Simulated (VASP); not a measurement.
Se:

```
Se
1.0
     4.36620    0.00000    0.00000
    -2.18310    3.78124    0.00000
     0.00000    0.00000    4.95360
Se
3
Direct
  0.77460 0.77460 0.00000
  0.00000 0.22540 0.66667
  0.22540 0.00000 0.33333
```

A sound run:

| Property | Result |
| --- | --- |
| Program | VASP 6.6.1 |
| Task | dielectric tensor |
| Functional | LDA |
| Potentials or basis | VASP PAW LDA potentials, release 64 (Se) |
| Cutoff | 800 eV |
| k mesh | 12 × 12 × 10 |
| Occupations | gaussian, width 0.01 eV |
| Spin | no spin polarisation |

It gives band gap on the k mesh 0.91 eV, indirect (least direct gap 1.13 eV).

Question: What do these careless settings give instead: cutoff 400 eV in place of 800 eV; k mesh 8 × 8 × 7 in place of 12 × 12 × 10?

Answer: Band gap on the k mesh 1.10 eV, indirect (least direct gap 1.33 eV). The run converged, but these numbers show the error of the settings and aren't properties of the crystal.
